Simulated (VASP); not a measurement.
# Sb (R-3m) in VASP: relaxation of cell and atoms with r2SCAN

Aim: the relaxation of cell and atoms of Sb with r2SCAN.

Everything below comes from runs of VASP 6.6.1. Logs are shortened: lines on timing, memory, paths and dates and some standing lists are left out, and cuts for length are marked.

## Step 1: The crystal as given

The structure is trigonal, space group R-3m (No. 166). Conventional cell: a = 4.308 Å, b = 4.308 Å, c = 11.274 Å, α = 90.00°, β = 90.00°, γ = 120.00°. Sb (site symmetry 3m) has 3 Sb at 2.91 Å as nearest neighbours.

## Step 2: Relaxation of cell and atoms, r2SCAN

File INCAR:

```
PREC     = Accurate       # precision mode
ENCUT    = 600            # plane-wave cutoff, eV
EDIFF    = 1E-7           # SCF threshold, eV
ISMEAR   = 0              # smearing method
SIGMA    = 0.02           # smearing width, eV
LREAL    = False          # projectors in reciprocal space
LASPH    = True           # aspherical terms in the spheres
NELM     = 60             # most SCF steps
ALGO     = Normal         # electronic algorithm
ISIF     = 3              # what is computed and relaxed
LWAVE    = False          # write WAVECAR
LCHARG   = False          # write CHGCAR
METAGGA  = R2SCAN         # meta-GGA
LMIXTAU  = True         
IBRION   = 2              # ionic algorithm
NSW      = 80             # ionic steps
EDIFFG   = -0.004         # ionic threshold
```

File KPOINTS:

```
Automatic mesh
0
Gamma
  9 9 9
```

File POSCAR:

```
Sb
1.0
    2.1542000000      1.2437279500      3.7580000000
   -2.1542000000      1.2437279500      3.7580000000
    0.0000000000     -2.4874559000      3.7580000000
Sb
2
Direct
    0.2334900000      0.2334900000      0.2334900000
    0.7665100000      0.7665100000      0.7665100000
```

Potentials or basis: VASP PAW PBE potentials, release 64 (Sb).

Started as:

```bash
$ cat potpaw_PBE.64/Sb/POTCAR > POTCAR
$ mpirun -np 1 vasp_std > vasp.out
```

OUTCAR:

```text
PREC = Accurate
   ENCUT = 600
   EDIFF = 1E-7
   ISMEAR = 0
   LREAL = False
   LASPH = True
   NELM = 60
   ISIF = 3
   METAGGA = R2SCAN
   IBRION = 2
   NSW = 80
   EDIFFG = -0.004

 ion  position               nearest neighbor table
   1  0.233  0.233  0.233-   2 2.91   2 2.91   2 2.91   2 3.35   2 3.35   2 3.35
   2  0.767  0.767  0.767-   1 2.91   1 2.91   1 2.91   1 3.35   1 3.35   1 3.35

  LATTYP: Found a trigonal (rhomboedric) cell.
 ALAT       =     4.5066618304
 COS(alpha) =     0.5430253623

  Lattice vectors:

 A1 = (   2.1542000000,   1.2437279500,   3.7580000000)
 A2 = (  -2.1542000000,   1.2437279500,   3.7580000000)
 A3 = (   0.0000000000,  -2.4874559000,   3.7580000000)

Analysis of symmetry for initial positions (statically):
=====================================================================
 Subroutine PRICEL returns:
 Original cell was already a primitive cell.

 Routine SETGRP: Setting up the symmetry group for a
 trigonal (rhombohedral) supercell.

 Subroutine GETGRP returns: Found 12 space group operations
 (whereof 12 operations were pure point group operations)
 out of a pool of 12 trial point group operations.

The static configuration has the point symmetry D_3d.

Analysis of symmetry for dynamics (positions and initial velocities):
=====================================================================
 Subroutine PRICEL returns:
 Original cell was already a primitive cell.

 Routine SETGRP: Setting up the symmetry group for a
 trigonal (rhombohedral) supercell.

 Subroutine GETGRP returns: Found 12 space group operations
 (whereof 12 operations were pure point group operations)
 out of a pool of 12 trial point group operations.

The dynamic configuration has the point symmetry D_3d.

 Subroutine INISYM returns: Found 12 space group operations
 (whereof 12 operations are pure point group operations),
 and found     1 'primitive' translations

----------------------------------------------------------------------------------------

                                     Primitive cell

  volume of cell :      60.4115

  direct lattice vectors                    reciprocal lattice vectors
     2.154200000  1.243727950  3.758000000     0.232104726  0.134005726  0.088699663
    -2.154200000  1.243727950  3.758000000    -0.232104726  0.134005726  0.088699663
     0.000000000 -2.487455900  3.758000000     0.000000000 -0.268011452  0.088699663

  length of vectors
     4.506661830  4.506661830  4.506661830     0.282307932  0.282307932  0.282307932

  position of ions in fractional coordinates (direct lattice)
     0.233490000  0.233490000  0.233490000
     0.766510000  0.766510000  0.766510000

  ion indices of the primitive-cell ions
   primitive index   ion index
                 1           1
                 2           2

----------------------------------------------------------------------------------------

 KPOINTS: Automatic mesh

Automatic generation of k-mesh.
 Grid dimensions read from file:
 generate k-points for:    9    9    9

 Generating k-lattice:

  Cartesian coordinates                     Fractional coordinates (reciprocal lattice)
     0.025789414  0.014889525  0.009855518     0.111111111 -0.000000000  0.000000000
    -0.025789414  0.014889525  0.009855518    -0.000000000  0.111111111  0.000000000
     0.000000000 -0.029779050  0.009855518     0.000000000  0.000000000  0.111111111

  Length of vectors
     0.031367548  0.031367548  0.031367548

  Shift w.r.t. Gamma in fractional coordinates (k-lattice)
     0.000000000  0.000000000  0.000000000

 Subroutine IBZKPT returns following result:
 ===========================================

 Found     85 irreducible k-points:

 Following reciprocal coordinates:
            Coordinates               Weight
  0.000000  0.000000  0.000000      1.000000
  0.111111  0.000000  0.000000      6.000000
  0.222222  0.000000  0.000000      6.000000
  0.333333  0.000000  0.000000      6.000000
  0.444444  0.000000  0.000000      6.000000
  0.111111  0.111111 -0.000000      6.000000
[... 16 lines left out ...]
 -0.333333  0.333333  0.000000      6.000000
  0.444444  0.444444  0.000000      6.000000
 [... further k-points ...]
   k-points           NKPTS =     85   k-points in BZ     NKDIM =     85   number of bands    NBANDS=      9
   number of dos      NEDOS =    301   number of ions     NIONS =      2
   total plane-waves  NPLWV =  46656
   dimension x,y,z NGX =    36 NGY =   36 NGZ =   36
   dimension x,y,z NGXF=    72 NGYF=   72 NGZF=   72
   ions per type =               2
   NGX,Y,Z   is equivalent  to a cutoff of  13.28, 13.28, 13.28 a.u.
   NGXF,Y,Z  is equivalent  to a cutoff of  26.56, 26.56, 26.56 a.u.
 SYSTEM =  unknown system
   PREC   = accura    normal or accurate (medium, high low for compatibility)
   ISTART =      0    job   : 0-new  1-cont  2-samecut
   ICHARG =      2    charge: 1-file 2-atom 10-const
   ISPIN  =      1    spin polarized calculation?
   LNONCOLLINEAR =      F non collinear calculations
   LSORBIT =      F    spin-orbit coupling
   LASPH  =      T    aspherical Exc in radial PAW
   ENCUT  =  600.0 eV  44.10 Ry    6.64 a.u.   9.00  9.00  9.00*2*pi/ulx,y,z
   NELM   =     60;   NELMIN=  2; NELMDL= -5     # of ELM steps
   EDIFF  = 0.1E-06   stopping-criterion for ELM
   LREAL  =      F    real-space projection
   EDIFFG = -.4E-02   stopping-criterion for IOM
   NSW    =     80    number of steps for IOM
   IBRION =      2    ionic relax: 0-MD 1-quasi-New 2-CG
   NFREE  =      1    steps in history (QN), initial steepest desc. (CG)
   ISIF   =      3    stress and relaxation
   ISYM   =      2    0-nonsym 1-usesym 2-fastsym
   POTIM  = 0.5000    time-step for ionic-motion
   TEBEG  =    0.0;   TEEND  =   0.0 temperature during run
   PSTRESS=    0.0 pullay stress
   NELECT =      10.0000    total number of electrons
   NUPDOWN=      -1.0000    fix difference up-down
   EMIN   =  10.00;   EMAX   =-10.00  energy-range for DOS
   EFERMI =   0.00;   METHOD = LEGACY
   ISMEAR =     0;   SIGMA  =   0.02  broadening in eV -4-tet -1-fermi 0-gaus
   EFERMI_NEDOS =   21; number of points for ismear=-14 and -15
   IALGO  =     38    algorithm
   IMIX   =      4    mixing-type and parameters
     AMIX     =   0.40;   BMIX     =  1.00
     AMIX_MAG =   1.60;   BMIX_MAG =  1.00
  volume/ion in A,a.u.               =      30.21       203.84
  Fermi-wavevector in a.u.,A,eV,Ry     =   0.898880  1.698637 10.993305  0.807985
  Thomas-Fermi vector in A             =   2.021644
   LORBIT       =      0    0 simple, 1 ext, 2 COOP (PROOUT), +10 PAW based schemes
   METAGGA = R2SCAN    functional components
   LHFCALC =     F    Hartree Fock is set to
   AEXX    =    0.0000 exact exchange contribution
   IVDW    =     0    specifies the selected vdW correction
   LEPSILON=     F    determine dielectric tensor
   LRPA    =     F    only Hartree local field effects (RPA)
 conjugate gradient relaxation of ions
 non-spin polarized calculation
 Gauss-broadening in eV      SIGMA  =   0.02
  energy-cutoff  :      600.00
  volume of cell :       60.41
 maximum number of plane-waves:      2039
   NGX = 17   NGY = 17   NGZ = 17

--------------------------------------- Ionic step        1  -------------------------------------------

 number of electron      10.0000000 magnetization

 Free energy of the ion-electron system (eV)
  ---------------------------------------------------
  ext. energy  EPLUGINS =         0.00000000
  ---------------------------------------------------
  free energy    TOTEN  =       -51.38535996 eV

  energy without entropy =      -51.38534076  energy(sigma->0) =      -51.38535036

------------------------ aborting loop because EDIFF is reached ----------------------------------------

  FORCE on cell =-STRESS in cart. coord.  units (eV):
  Direction    XX          YY          ZZ          XY          YZ          ZX
  --------------------------------------------------------------------------------------
  -------------------------------------------------------------------------------------
  Total        0.7436455      0.7436455      0.6606908      0.0000000      0.0000000      0.0000000
  in kB       19.7222785     19.7222785     17.5222311      0.0000000      0.0000000      0.0000000
  external PRESSURE =      18.9889294 kB  Pullay stress =       0.0000000 kB
[... 89 lines left out ...]
  FREE ENERGIE OF THE ION-ELECTRON SYSTEM (eV)
  ---------------------------------------------------
  free  energy   TOTEN  =       -51.3959432986 eV

  energy  without entropy=      -51.3959432936  energy(sigma->0) =      -51.39594330

[... ionic steps 4 to 8 ...]

--------------------------------------- Ionic step        9  -------------------------------------------

 number of electron      10.0000000 magnetization

------------------------ aborting loop because EDIFF is reached ----------------------------------------

  FORCE on cell =-STRESS in cart. coord.  units (eV):
  Direction    XX          YY          ZZ          XY          YZ          ZX
  --------------------------------------------------------------------------------------
  -------------------------------------------------------------------------------------
  Total       -0.0387311     -0.0387311     -0.0196695     -0.0000000     -0.0000000      0.0000000
  in kB       -0.9829676     -0.9829676     -0.4991983     -0.0000000     -0.0000000      0.0000000
  external PRESSURE =      -0.8217111 kB  Pullay stress =       0.0000000 kB
[... 57 lines left out ...]
  energy  without entropy=      -51.3986907380  energy(sigma->0) =      -51.39869074

--------------------------------------- Ionic step       11  -------------------------------------------

 number of electron      10.0000000 magnetization

 Free energy of the ion-electron system (eV)
  ---------------------------------------------------
  ext. energy  EPLUGINS =         0.00000000
  ---------------------------------------------------
  free energy    TOTEN  =       -51.39875445 eV

  energy without entropy =      -51.39875445  energy(sigma->0) =      -51.39875445

 E-fermi :   6.7513     XC(G=0):  -9.7919

 val. band max:        6.6818454677   @ k =   0.3333   0.2222   0.2222
 cond. band min:       6.8207653426   @ k =   0.4444   0.0000   0.0000
 fundamental gap:      0.1389198749
 Fermi energy:         6.7513073781

 k-point     1 :       0.0000    0.0000    0.0000
  band No.  band energies     occupation
      1      -6.3259      2.00000
      2       1.6924      2.00000
      3       4.5205      2.00000
      4       4.8042      2.00000
      5       4.8042      2.00000
      6       8.6906      0.00000
      7       9.3939      0.00000
      8       9.3939      0.00000
      9      12.2756      0.00000
[... 265 lines left out ...]
 k-point    24 :       0.4444    0.4444    0.0000
  band No.  band energies     occupation
      1      -4.1191      2.00000
      2      -1.4986      2.00000
      3       1.4796      2.00000
      4       2.9841      2.00000
      5       3.0273      2.00000
      6       8.5082      0.00000
      7      11.5725      0.00000
      8      12.3934      0.00000
      9      13.1753      0.00000

 [... further k-points ...]

------------------------ aborting loop because EDIFF is reached ----------------------------------------

  FORCE on cell =-STRESS in cart. coord.  units (eV):
  Direction    XX          YY          ZZ          XY          YZ          ZX
  --------------------------------------------------------------------------------------
  -------------------------------------------------------------------------------------
  Total        0.0033265      0.0033265      0.0025210      0.0000000      0.0000000      0.0000000
  in kB        0.0845341      0.0845341      0.0640633      0.0000000      0.0000000      0.0000000
  external PRESSURE =       0.0777105 kB  Pullay stress =       0.0000000 kB
[... 17 lines left out ...]
  FREE ENERGIE OF THE ION-ELECTRON SYSTEM (eV)
  ---------------------------------------------------
  free  energy   TOTEN  =       -51.3987544499 eV

  energy  without entropy=      -51.3987544489  energy(sigma->0) =      -51.39875445

 reached required accuracy - stopping structural energy minimisation
```

Wall time 8.2 min (1 thread of Intel Xeon 6975P-C (Granite Rapids), shared host); peak memory 0.27 GiB.

Results:

| Item | Value |
| --- | --- |
| Free energy | -51.3988 eV |
| Relaxed volume | 31.52 Å³/atom |
| Relaxed cell | a = 4.596 Å, b = 4.596 Å, c = 4.596 Å, α = 56.46°, β = 56.46°, γ = 56.46° |
| Space group after relaxing (to 0.05 Å) | R-3m (No. 166) |
| Energy gained by relaxing | 6.7 meV/atom |
| Ionic steps | 11 |
| Pressure after relaxing | 0.0 GPa |
| Band gap on the k mesh | 0.14 eV, indirect (least direct gap 0.58 eV) |

The path:
```csv
step,energy change (eV),largest force (eV/Å),pressure (GPa),volume (Å³)
1,0.0000,0.0550,1.90,60.41
2,-0.0053,0.2303,-1.15,63.60
3,-0.0106,0.1159,0.04,62.24
4,-0.0117,0.0789,0.04,62.40
5,-0.0128,0.0019,0.04,62.75
6,-0.0129,0.0178,0.04,62.82
7,-0.0133,0.0039,-0.03,62.99
8,-0.0134,0.0070,-0.08,63.11
9,-0.0134,0.0085,-0.08,63.13
10,-0.0133,0.0145,0.13,62.94
11,-0.0134,0.0013,0.01,63.05
```

Final structure:
```yaml
crystal:
  lattice:
    - [2.17417, 1.25526, 3.85024]
    - [-2.17417, 1.25526, 3.85024]
    - [0.00000, -2.51052, 3.85024]
  atoms:
    - { symbol: Sb, position: [0.23186, 0.23186, 0.23186] }
    - { symbol: Sb, position: [0.76814, 0.76814, 0.76814] }
```

Caveat: the PAW data sets were made with another functional, which shifts forces and pressure a little; spin-orbit coupling is left out, which moves the levels of the heavy elements; an odd mesh through Γ misses points on the zone boundary, where band edges often lie. r2SCAN opens gaps a little over a GGA but as a rule still falls short of measured ones.
